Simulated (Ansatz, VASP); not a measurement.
# Ti2CS in two plane-wave programs, part 2 of 3

Aim: how closely do two programs agree when they are given the same cell, functional and k mesh? The structure shown comes from an earlier Ansatz run, which isn't shown and may have moved the atoms alone.

VASP 6.6.1 and Ansatz 0.2.0.

So far: The starting structure; Ansatz: elastic constants, PBEsol.

### Step 3. VASP: elastic constants, PBEsol

Level of this step: PBEsol, no spin polarisation; plane waves and PAW (Ti_sv, C, S) (VASP).

The same cell, functional, mesh and smearing now go to VASP, with its own data sets.

Lines of VASP's logs that name or quote its potential files are left out, and so is its time.

Input file INCAR:

```
SYSTEM = Ti2CS
PREC = Accurate
ENCUT = 600
EDIFF = 1E-08
NELM = 120
ISMEAR = 1
SIGMA = 0.25
LREAL = .FALSE.
ALGO = Normal
GGA = PS
NBANDS = 42
LASPH = .TRUE.
LORBIT = 11
LWAVE = .FALSE.
LCHARG = .FALSE.
ISIF = 3
IBRION = 6
NFREE = 2
POTIM = 0.015
NSW = 1
GGA_COMPAT = .FALSE.
KPAR = 2
```

Input file POSCAR:

```
Ti2CS
1.0
    3.1647120706      0.0000000000      0.0000000000
   -1.5823560353      2.7407210488      0.0000000000
    0.0000000000      0.0000000000     11.1463440837
Ti C S
4 2 2
Direct
    0.3333333333      0.6666666667      0.0997617483
    0.6666666667      0.3333333333      0.5997617483
    0.3333333333      0.6666666667      0.4002382517
    0.6666666667      0.3333333333      0.9002382517
    0.0000000000      0.0000000000      0.0000000000
    0.0000000000      0.0000000000      0.5000000000
    0.6666666667      0.3333333333      0.2500000000
    0.3333333333      0.6666666667      0.7500000000
```

Input file KPOINTS:

```
Automatic mesh
0
Gamma
9 9 2
0 0 0
```

The projector-augmented-wave data sets are Ti_sv, C and S (PBE family, release 64).

Started as:

```bash
$ mpirun -np 2 vasp_std
```

What it wrote:

```text
[banner, memory and clock lines left out]
running    2 mpi-ranks, on    1 nodes
 distrk:  each k-point on    1 cores,    2 groups
 distr:  one band on    1 cores,    1 groups

 POSCAR found type information on POSCAR TiC S
 POSCAR found :  3 types and       8 ions
|                                                                             |
|               ----> ADVICE to this user running VASP <----                  |
|                                                                             |
|     You enforced a specific xc type in the INCAR file but a different       |
|     [... a line on the potential file left out ...]
|     I HOPE YOU KNOW WHAT YOU ARE DOING!                                     |
|                                                                             |

 LDA part: xc-table for (Slater+PW92), standard interpolation
 POSCAR, INCAR and KPOINTS ok, starting setup
 FFT: planning ... GRIDC
 FFT: planning ... GRID_SOFT
 FFT: planning ... GRID
 WAVECAR not read
 entering main loop
       N       E                     dE             d eps       ncg     rms          rms(c)
DAV:   1     0.952343722479E+03    0.95234E+03   -0.36292E+04  2016   0.214E+03
DAV:   2     0.696133375143E+02   -0.88273E+03   -0.86270E+03  2016   0.621E+02
DAV:   3    -0.743321143487E+02   -0.14395E+03   -0.14050E+03  3106   0.203E+02
DAV:   4    -0.878335090064E+02   -0.13501E+02   -0.13377E+02  2944   0.616E+01
DAV:   5    -0.885488572327E+02   -0.71535E+00   -0.71476E+00  3144   0.130E+01    0.335E+01
DAV:   6    -0.726712905537E+02    0.15878E+02   -0.12368E+02  2824   0.684E+01    0.116E+01
DAV:   7    -0.725052202882E+02    0.16607E+00   -0.12852E+01  2960   0.206E+01    0.683E+00
DAV:   8    -0.724817593789E+02    0.23461E-01   -0.12243E+00  2976   0.578E+00    0.184E+00
DAV:   9    -0.724624674311E+02    0.19292E-01   -0.28883E-01  2936   0.269E+00    0.861E-01
DAV:  10    -0.724676919378E+02   -0.52245E-02   -0.53686E-02  2922   0.135E+00    0.323E-01
DAV:  11    -0.724673314542E+02    0.36048E-03   -0.65166E-03  3022   0.484E-01    0.107E-01
DAV:  12    -0.724674880173E+02   -0.15656E-03   -0.13905E-03  2742   0.199E-01    0.281E-02
DAV:  13    -0.724674899646E+02   -0.19473E-05   -0.18976E-04  3064   0.953E-02    0.230E-02
DAV:  14    -0.724674870250E+02    0.29397E-05   -0.29329E-05  2790   0.312E-02    0.459E-03
DAV:  15    -0.724674873344E+02   -0.30940E-06   -0.14944E-06  3056   0.914E-03    0.184E-03
DAV:  16    -0.724674874033E+02   -0.68887E-07   -0.23482E-07  2836   0.308E-03    0.899E-04
DAV:  17    -0.724674873363E+02    0.66969E-07   -0.23571E-08  1976   0.124E-03    0.382E-04
DAV:  18    -0.724674873672E+02   -0.30873E-07   -0.72004E-09  1672   0.520E-04    0.108E-04
DAV:  19    -0.724674873620E+02    0.51623E-08   -0.32641E-09  1608   0.337E-04
   1 F= -.72467487E+02 E0= -.72471317E+02  d E =0.114889E-01
[... from here on, the cycles between the ionic steps are left out ...]
   2 F= -.72444178E+02 E0= -.72448026E+02  d E =0.115448E-01
  18 F= -.72465718E+02 E0= -.72469544E+02  d E =0.114795E-01
  19 F= -.72465718E+02 E0= -.72469544E+02  d E =0.114795E-01
  20 F= -.72465921E+02 E0= -.72469751E+02  d E =0.114904E-01
  21 F= -.72465921E+02 E0= -.72469751E+02  d E =0.114904E-01
  22 F= -.72466531E+02 E0= -.72470359E+02  d E =0.114837E-01
  23 F= -.72466531E+02 E0= -.72470359E+02  d E =0.114837E-01
  24 F= -.72466062E+02 E0= -.72469894E+02  d E =0.114967E-01
 Finite differences progress:
  Degree of freedom:  12/ 12
  Displacement:        1/  2
  Total:              23/ 24
 bond charge predicted
       N       E                     dE             d eps       ncg     rms          rms(c)
DAV:   1    -0.724635831201E+02    0.24787E-02   -0.10376E+00  2046   0.286E+00    0.567E-01
DAV:   2    -0.724682464597E+02   -0.46633E-02   -0.73192E-02  2632   0.236E+00    0.452E-01
DAV:   3    -0.724664949729E+02    0.17515E-02   -0.29982E-02  2842   0.148E+00    0.201E-01
DAV:   4    -0.724661297287E+02    0.36524E-03   -0.46233E-03  3134   0.483E-01    0.146E-01
DAV:   5    -0.724662107420E+02   -0.81013E-04   -0.22417E-03  2870   0.537E-01    0.125E-01
DAV:   6    -0.724660580006E+02    0.15274E-03   -0.11588E-03  2822   0.433E-01    0.264E-02
DAV:   7    -0.724660626000E+02   -0.45994E-05   -0.86215E-05  3172   0.789E-02    0.106E-02
DAV:   8    -0.724660623698E+02    0.23013E-06   -0.31186E-05  2940   0.648E-02    0.648E-03
DAV:   9    -0.724660617796E+02    0.59021E-06   -0.68620E-06  3074   0.285E-02    0.276E-03
DAV:  10    -0.724660618230E+02   -0.43397E-07   -0.81890E-07  2928   0.714E-03    0.130E-03
DAV:  11    -0.724660618107E+02    0.12330E-07   -0.69698E-08  2710   0.199E-03    0.570E-04
DAV:  12    -0.724660618103E+02    0.35834E-09   -0.12885E-08  1552   0.963E-04
  25 F= -.72466062E+02 E0= -.72469894E+02  d E =0.114967E-01
 Finite differences progress:
  Degree of freedom:  12/ 12
  Displacement:        2/  2
  Total:              24/ 24
```

OUTCAR, selected parts (step 3):

```text
ion  position               nearest neighbor table
   1  0.333  0.667  0.100-   5 2.14   5 2.14   5 2.14   7 2.48   7 2.48   7 2.48   4 2.88   4 2.88
                             4 2.88
   2  0.667  0.333  0.600-   6 2.14   6 2.14   6 2.14   8 2.48   8 2.48   8 2.48   3 2.88   3 2.88
                             3 2.88
   3  0.333  0.667  0.400-   6 2.14   6 2.14   6 2.14   7 2.48   7 2.48   7 2.48   2 2.88   2 2.88
                             2 2.88
   4  0.667  0.333  0.900-   5 2.14   5 2.14   5 2.14   8 2.48   8 2.48   8 2.48   1 2.88   1 2.88
                             1 2.88
   5  0.000  0.000  0.000-   1 2.14   4 2.14   1 2.14   4 2.14   4 2.14   1 2.14
   6  0.000  0.000  0.500-   2 2.14   3 2.14   3 2.14   2 2.14   2 2.14   3 2.14
   7  0.667  0.333  0.250-   1 2.48   3 2.48   1 2.48   3 2.48   1 2.48   3 2.48
   8  0.333  0.667  0.750-   2 2.48   4 2.48   2 2.48   4 2.48   2 2.48   4 2.48

  LATTYP: Found a hexagonal cell.
 ALAT       =     3.1647120706
 C/A-ratio  =     3.5220720985

 Subroutine GETGRP returns: Found 24 space group operations
 (whereof 12 operations were pure point group operations)

The static configuration has the point symmetry D_3d.
 The point group associated with its full space group is D_6h.

 Found     24 irreducible k-points:

   k-points           NKPTS =     24   k-points in BZ     NKDIM =     24   number of bands    NBANDS=     42

   dimension x,y,z NGX =    28 NGY =   28 NGZ =   90
   dimension x,y,z NGXF=    56 NGYF=   56 NGZF=  180

   ENCUT  =  600.0 eV  44.10 Ry    6.64 a.u.   6.32  6.32 22.26*2*pi/ulx,y,z

   NELECT =      68.0000    total number of electrons

 k-points in reciprocal lattice and weights: Automatic mesh
   0.00000000  0.00000000  0.00000000       0.006
   0.11111111 -0.00000000  0.00000000       0.037
   0.22222222 -0.00000000  0.00000000       0.037
   0.33333333 -0.00000000  0.00000000       0.037
   0.44444444 -0.00000000  0.00000000       0.037
   0.11111111  0.11111111  0.00000000       0.037
   0.22222222  0.11111111  0.00000000       0.074
   0.33333333  0.11111111  0.00000000       0.074
   0.44444444  0.11111111  0.00000000       0.037
[...]
0.33333333  0.22222222  0.50000000       0.074
   0.33333333  0.33333333  0.50000000       0.012

 average (electrostatic) potential at core
       1 -70.5743       2 -70.5834       3 -70.5918       4 -70.5831       5 -44.1551
       6 -44.1559       7 -82.3093       8 -82.3092

 E-fermi :  10.1965

 k-point     1 :       0.0000    0.0000    0.0000
  band No.  band energies     occupation
    ...
     31       9.7390      2.02660
     32       9.7390      2.02660
     33       9.9146      2.06760
     34      10.1392      1.37682
     35      10.1392      1.37682
     36      10.3281      0.23165
     37      10.3281      0.23165
     38      11.1624     -0.00000
     39      11.1624     -0.00000
     40      11.2719     -0.00000
    ...

 k-point     2 :       0.1111   -0.0000    0.0000
  band No.  band energies     occupation
    ...
     30       8.1262      2.00000
     31       8.3445      2.00000
     32       8.9893      2.00000
     33       9.8228      2.05574
     34      10.0393      1.86503
     35      10.4798     -0.06800
     36      10.7528     -0.00723
     37      10.7720     -0.00536
     38      11.0839     -0.00001
     39      11.2426     -0.00000
    ...

 k-point     3 :       0.2222   -0.0000    0.0000
  band No.  band energies     occupation
    ...
     30       7.4057      2.00000
     31       7.6081      2.00000
     32       8.3877      2.00000
     33       9.2270      2.00000
     34       9.5021      2.00061
     35      10.7605     -0.00642
     36      11.1754     -0.00000
     37      11.2715     -0.00000
     38      11.2843     -0.00000
     39      11.3948     -0.00000
    ...

   1 f  =   18.996977 THz   119.361524 2PiTHz  633.670932 cm-1    78.565147 meV
             X         Y         Z           dx          dy          dz
     -0.000000  1.827147  1.111979    -0.167611   -0.000019    0.000000
      1.582356  0.913574  6.685151     0.167611    0.000019    0.000000
     -0.000000  1.827147  4.461193     0.167611    0.000019    0.000000
      1.582356  0.913574 10.034365    -0.167611   -0.000019   -0.000000
      0.000000  0.000000  0.000000     0.666193    0.000077    0.000000
      0.000000  0.000000  5.573172    -0.666193   -0.000077   -0.000000
      1.582356  0.913574  2.786586    -0.000000    0.000000   -0.000000
     -0.000000  1.827147  8.359758    -0.000000    0.000000   -0.000000

   2 f  =   18.996977 THz   119.361524 2PiTHz  633.670932 cm-1    78.565147 meV
             X         Y         Z           dx          dy          dz
     -0.000000  1.827147  1.111979    -0.000019    0.167611   -0.000000
      1.582356  0.913574  6.685151     0.000019   -0.167611   -0.000000
     -0.000000  1.827147  4.461193     0.000019   -0.167611   -0.000000
      1.582356  0.913574 10.034365    -0.000019    0.167611    0.000000
      0.000000  0.000000  0.000000     0.000077   -0.666193   -0.000000
      0.000000  0.000000  5.573172    -0.000077    0.666193    0.000000
      1.582356  0.913574  2.786586    -0.000000    0.000000    0.000000
     -0.000000  1.827147  8.359758    -0.000000    0.000000    0.000000

   3 f  =   18.783968 THz   118.023152 2PiTHz  626.565732 cm-1    77.684215 meV
             X         Y         Z           dx          dy          dz
     -0.000000  1.827147  1.111979     0.162166   -0.000013   -0.000000
      1.582356  0.913574  6.685151     0.162166   -0.000013    0.000000
     -0.000000  1.827147  4.461193     0.162166   -0.000013    0.000000
      1.582356  0.913574 10.034365     0.162166   -0.000013   -0.000000
      0.000000  0.000000  0.000000    -0.668758    0.000052    0.000000
      0.000000  0.000000  5.573172    -0.668758    0.000052   -0.000000
      1.582356  0.913574  2.786586     0.012941   -0.000001   -0.000000
     -0.000000  1.827147  8.359758     0.012941   -0.000001   -0.000000

   4 f  =   18.783968 THz   118.023152 2PiTHz  626.565732 cm-1    77.684215 meV
             X         Y         Z           dx          dy          dz
     -0.000000  1.827147  1.111979    -0.000013   -0.162166    0.000000
      1.582356  0.913574  6.685151    -0.000013   -0.162166   -0.000000
     -0.000000  1.827147  4.461193    -0.000013   -0.162166   -0.000000
      1.582356  0.913574 10.034365    -0.000013   -0.162166   -0.000000
      0.000000  0.000000  0.000000     0.000052    0.668758   -0.000000
      0.000000  0.000000  5.573172     0.000052    0.668758    0.000000
      1.582356  0.913574  2.786586    -0.000001   -0.012941    0.000000
     -0.000000  1.827147  8.359758    -0.000001   -0.012941    0.000000

   5 f  =   17.695039 THz   111.181211 2PiTHz  590.242976 cm-1    73.180769 meV
             X         Y         Z           dx          dy          dz
     -0.000000  1.827147  1.111979    -0.000000   -0.000000   -0.156787
      1.582356  0.913574  6.685151    -0.000000   -0.000000    0.156787
     -0.000000  1.827147  4.461193    -0.000000   -0.000000    0.156787
      1.582356  0.913574 10.034365    -0.000000    0.000000   -0.156787
      0.000000  0.000000  0.000000     0.000000   -0.000000    0.671443
      0.000000  0.000000  5.573172     0.000000    0.000000   -0.671443
      1.582356  0.913574  2.786586    -0.000000    0.000000   -0.000000
     -0.000000  1.827147  8.359758     0.000000   -0.000000    0.000000

   6 f  =   17.501113 THz   109.962739 2PiTHz  583.774307 cm-1    72.378757 meV
             X         Y         Z           dx          dy          dz
     -0.000000  1.827147  1.111979    -0.000000    0.000000    0.116098
      1.582356  0.913574  6.685151    -0.000000    0.000000    0.116098
     -0.000000  1.827147  4.461193    -0.000000   -0.000000    0.116098
      1.582356  0.913574 10.034365    -0.000000    0.000000    0.116098
      0.000000  0.000000  0.000000     0.000000    0.000000   -0.675458
      0.000000  0.000000  5.573172     0.000000    0.000000   -0.675458
      1.582356  0.913574  2.786586     0.000000   -0.000000    0.129611
     -0.000000  1.827147  8.359758     0.000000    0.000000    0.129611

   7 f  =   11.958858 THz    75.139722 2PiTHz  398.904572 cm-1    49.457841 meV
             X         Y         Z           dx          dy          dz
     -0.000000  1.827147  1.111979     0.000000    0.000000   -0.379964
      1.582356  0.913574  6.685151    -0.000000   -0.000000    0.379964
     -0.000000  1.827147  4.461193     0.000000    0.000000   -0.379964
      1.582356  0.913574 10.034365    -0.000000   -0.000000    0.379964
      0.000000  0.000000  0.000000    -0.000000    0.000000   -0.000000
      0.000000  0.000000  5.573172    -0.000000    0.000000   -0.000000
      1.582356  0.913574  2.786586    -0.000000   -0.000000    0.459624
     -0.000000  1.827147  8.359758     0.000000    0.000000   -0.459624

   8 f  =   11.854776 THz    74.485754 2PiTHz  395.432761 cm-1    49.027392 meV
             X         Y         Z           dx          dy          dz
     -0.000000  1.827147  1.111979     0.000000    0.000000    0.500000
      1.582356  0.913574  6.685151     0.000000    0.000000    0.500000
     -0.000000  1.827147  4.461193    -0.000000    0.000000   -0.500000
      1.582356  0.913574 10.034365     0.000000   -0.000000   -0.500000
      0.000000  0.000000  0.000000     0.000000    0.000000    0.000000
      0.000000  0.000000  5.573172    -0.000000    0.000000   -0.000000
      1.582356  0.913574  2.786586     0.000000    0.000000   -0.000000
     -0.000000  1.827147  8.359758    -0.000000   -0.000000    0.000000

   9 f  =   10.649115 THz    66.910362 2PiTHz  355.216239 cm-1    44.041181 meV
             X         Y         Z           dx          dy          dz
     -0.000000  1.827147  1.111979    -0.000000    0.000000   -0.255492
      1.582356  0.913574  6.685151     0.000000   -0.000000   -0.255492
     -0.000000  1.827147  4.461193    -0.000000    0.000000   -0.255492
      1.582356  0.913574 10.034365     0.000000   -0.000000   -0.255492
      0.000000  0.000000  0.000000     0.000000    0.000000    0.028676
      0.000000  0.000000  5.573172     0.000000    0.000000    0.028676
      1.582356  0.913574  2.786586     0.000000   -0.000000    0.607146
     -0.000000  1.827147  8.359758    -0.000000    0.000000    0.607146

  10 f  =    9.844153 THz    61.852636 2PiTHz  328.365591 cm-1    40.712126 meV
             X         Y         Z           dx          dy          dz
     -0.000000  1.827147  1.111979    -0.358763    0.000021   -0.000000
      1.582356  0.913574  6.685151     0.358763   -0.000021    0.000000
     -0.000000  1.827147  4.461193    -0.358763    0.000021    0.000000
      1.582356  0.913574 10.034365     0.358763   -0.000021    0.000000
      0.000000  0.000000  0.000000     0.000000   -0.000000    0.000000
      0.000000  0.000000  5.573172     0.000000   -0.000000   -0.000000
      1.582356  0.913574  2.786586     0.492522   -0.000029   -0.000000
     -0.000000  1.827147  8.359758    -0.492522    0.000029   -0.000000

  11 f  =    9.844153 THz    61.852636 2PiTHz  328.365591 cm-1    40.712126 meV
             X         Y         Z           dx          dy          dz
     -0.000000  1.827147  1.111979     0.000021    0.358763    0.000000
      1.582356  0.913574  6.685151    -0.000021   -0.358763   -0.000000
     -0.000000  1.827147  4.461193     0.000021    0.358763    0.000000
      1.582356  0.913574 10.034365    -0.000021   -0.358763    0.000000
    [... 145 further lines ...]
      1.582356  0.913574  2.786586    -0.000000    0.000000    0.338489
     -0.000000  1.827147  8.359758    -0.000000    0.000000    0.338489

 ELASTIC MODULI CONTR FROM IONIC RELAXATION (kBar)
 Direction    XX          YY          ZZ          XY          YZ          ZX
 --------------------------------------------------------------------------------
 XX        -144.8726     41.1952    -84.9869      0.0000     -0.0000     -0.0000
 YY          41.1952   -144.8726    -84.9869      0.0000     -0.0000     -0.0000
 ZZ         -84.9869    -84.9869   -139.3316      0.0000     -0.0000     -0.0000
 XY           0.0000      0.0000      0.0000    -93.0339     -0.0000      0.0000
 YZ          -0.0000     -0.0000     -0.0000     -0.0000    -56.7676     -0.0000
 ZX          -0.0000     -0.0000     -0.0000      0.0000     -0.0000    -56.7675
 --------------------------------------------------------------------------------

 TOTAL ELASTIC MODULI (kBar)
 Direction    XX          YY          ZZ          XY          YZ          ZX
 --------------------------------------------------------------------------------
 XX        3638.6469    987.8573   1138.3111      0.0000     -0.0000     -0.0000
 YY         987.8573   3638.6469   1138.3111      0.0000     -0.0000     -0.0000
 ZZ        1138.3111   1138.3111   3821.3712      0.0000     -0.0000     -0.0000
 XY           0.0000      0.0000      0.0000   1325.3948     -0.0000      0.0000
 YZ          -0.0000     -0.0000     -0.0000     -0.0000   1818.6274     -0.0000
 ZX          -0.0000     -0.0000     -0.0000      0.0000     -0.0000   1818.6271
 --------------------------------------------------------------------------------

 total charge
# of ion       s       p       d       tot
------------------------------------------
    1        2.190   6.206   2.012  10.408
    2        2.190   6.206   2.012  10.408
    3        2.190   6.206   2.012  10.408
    4        2.190   6.206   2.012  10.408
    5        0.880   1.516   0.000   2.396
    6        0.880   1.516   0.000   2.396
    7        1.315   2.463   0.000   3.779
    8        1.315   2.463   0.000   3.779
--------------------------------------------------
tot         13.149  32.784   8.047  53.981

[... 2 further parts left out ...]
```

CONTCAR:

```
Ti2CS
   1.00000000000000
     3.1647120705999998    0.0000000000000000    0.0000000000000000
    -1.5823560352999999    2.7407210487999998    0.0000000000000000
     0.0000000000000000    0.0000000000000000   11.1463440837000007
  Ti              C               S
     4     2     2
Direct
     0.3333333332999970    0.6666666667000030    0.0997617482999971
     0.6666666667000030    0.3333333332999970    0.5997617482999971
     0.3333333332999970    0.6666666667000030    0.4002382517000029
     0.6666666667000030    0.3333333332999970    0.9002382517000029
     0.0000000000000000    0.0000000000000000    0.0000000000000000
     0.0000000000000000    0.0000000000000000    0.5000000000000000
     0.6666666667000031    0.3333333332999970    0.2486542672747797
     0.3333333332999970    0.6666666667000030    0.7500000000000000
```

This run has no spin polarisation, so a moment on Ti, if there is one, isn't seen. The last energy, forces, stress and levels in OUTCAR belong to the last displaced cell, not to the cell of POSCAR.

Levels, forces or a CONTCAR printed for this step are those of its last displaced cell, not of the structure at rest.

(Part 2 of 3 ends here.)

[Lines on the potential files, build, host, timing and source positions are cut from VASP's logs without a mark.]

[Logs are printed without paths, hosts, clocks, repeated set-up lines and the standing remarks that a program may print on its own settings, such as how far it seeks lower states.]

[Hosts, paths, dates, database ids (printed as entryN), source tags and the programs' standing remarks are cut or masked in the printed files.]
